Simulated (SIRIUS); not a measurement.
Ta under changes of volume

One of the cells (18.371 Å³/atom); the others are scaled copies at fixed shape and fractional positions:

```
Ta
1.0
    -1.66222    1.66222    1.66222
     1.66222   -1.66222    1.66222
     1.66222    1.66222   -1.66222
Ta
1
Direct
  0.00000 0.00000 0.00000
```

- Program: SIRIUS 7.10.0
- Functional: PBEsol
- Potentials or basis: PseudoDojo 0.4.1 PBEsol standard (scalar relativistic)
- Cutoff: 807 eV
- Density cutoff: 3227 eV
- k mesh: 11 × 11 × 11
- Occupations: fermi-dirac, width 0.05 eV
- Spin: no spin polarisation

| volume (Å³/atom) | energy over the lowest point (meV/atom) | pressure (GPa) |
| --- | --- | --- |
| 16.930 | 19.85 | 9.5 |
| 17.290 | 4.38 | 4.4 |
| 17.650 | 0.00 | -0.2 |
| 18.371 | 19.69 | -7.9 |
| 18.731 | ? | ? |
| 19.091 | 70.49 | -14.1 |

Task: What does the run at 18.731 Å³/atom give?

Result: Energy over the lowest point 41.64 meV/atom; pressure -11.1 GPa.

Worked out: A Birch-Murnaghan fit of order 3 (a polynomial in V^(-2/3)) to the other rows has its minimum at 17.62 Å³/atom with B0 = V·E''(V) = 216 GPa and B' = 4.8. It gives 41.65 meV/atom at 18.731 Å³/atom, against the run's 41.64, and -dE/dV = -11.4 GPa, against -11.1.

Energies are extrapolated to zero smearing.
